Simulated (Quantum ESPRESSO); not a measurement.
Runs of Quantum ESPRESSO 7.5 on TiAl. The structure is cubic, space group Pm-3m (No. 221). Conventional cell: a = 3.179 Å, b = 3.179 Å, c = 3.179 Å, α = 90.00°, β = 90.00°, γ = 90.00°. Around Ti (site symmetry m-3m) lie 8 Al at 2.75 Å. Al (site symmetry m-3m) has 8 Ti at 2.75 Å as nearest neighbours. The cell comes from a database or a generator and needn't be the stable form of this composition.

| U | gap on the mesh (eV) | pressure (GPa) |
| --- | --- | --- |
| Ti d U = 6.0 eV | none | (b) |
| Ti d U = 2.0 eV | none | -1.0 |
| Ti d U = 4.0 eV | none | (a) |
| Ti d U = 0.0001 eV | none | -2.8 |
| Ti d U = 8.0 eV | none | 8.3 |

Alike in all rows: task Hubbard U by linear response; level PBEsol+U; potentials or basis GBRV 1.5 PBEsol; no spin polarisation; cell as given; k mesh 6 × 6 × 6; cutoff (eV) 612; smearing cold 0.2 eV.

Estimate the missing entries.

(a) 1.1; (b) 4.2.

Caveats: U without spin polarisation on a metal has little footing; the U is typed as a test and isn't derived for this compound.

A gap of «none» marks a metal or a gap under the smearing width.
